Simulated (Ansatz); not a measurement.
Input and command of a plane-wave DFT calculation in Ansatz:

```yaml
crystal:
  lattice:
    - [5.0622595833, -0.0935279814, -0.0904558429]
    - [0.0935279814, -5.3237088275, 0.0496586623]
    - [0.0904558429, 0.0496586623, -5.1447075609]
  atoms:
    - { symbol: Zn, position: [-0.0112335474, 0.441198512, 0.4352385957] }
    - { symbol: Zn, position: [0.5472233236, -0.0052054793, 0.3758144965] }
    - { symbol: Zn, position: [0.5232726523, 0.4603057445, 0.1722107157] }
    - { symbol: Zn, position: [-0.0110189933, -0.0164946971, 0.0666627092] }
    - { symbol: S, position: [0.6760212466, 0.8589592413, 0.7144676866] }
    - { symbol: S, position: [0.2451088027, 0.2202950785, 0.7271147943] }
    - { symbol: S, position: [0.2698766555, 0.6623946216, 0.2103997374] }
    - { symbol: S, position: [0.76074986, 0.3785469786, 0.2980912646] }
basis:
  ecutwfc: 420
kpoints:
  mp_grid: { grid: [6, 6, 6] }
hamiltonian:
  xc: lda
scf:
  occupations: { method: gaussian, width: 0.02 }
output:
  forces: true
  stress: true
  eigenvalues: true
```

```bash
ansatz run input.yaml --threads 1 --pin off --max-ram 2560MiB --backend cpu --events-out ev --progress --plain --runs-dir out
```

Processor: Intel(R) Xeon(R) Processor @ 2.70GHz, 1 thread, on a host shared with other jobs.

**Question.** How long does it run, and how much memory does it take?

**Answer.** About 100 s on 1 thread of Intel(R) Xeon(R) Processor @ 2.70GHz, on a shared host, peak memory 0.7 GiB. It solves 44 bands at 112 k points (the mesh reduced by the symmetry that the task leaves, which can be less than the crystal's) with about 2717 plane waves, in 10 SCF iterations.
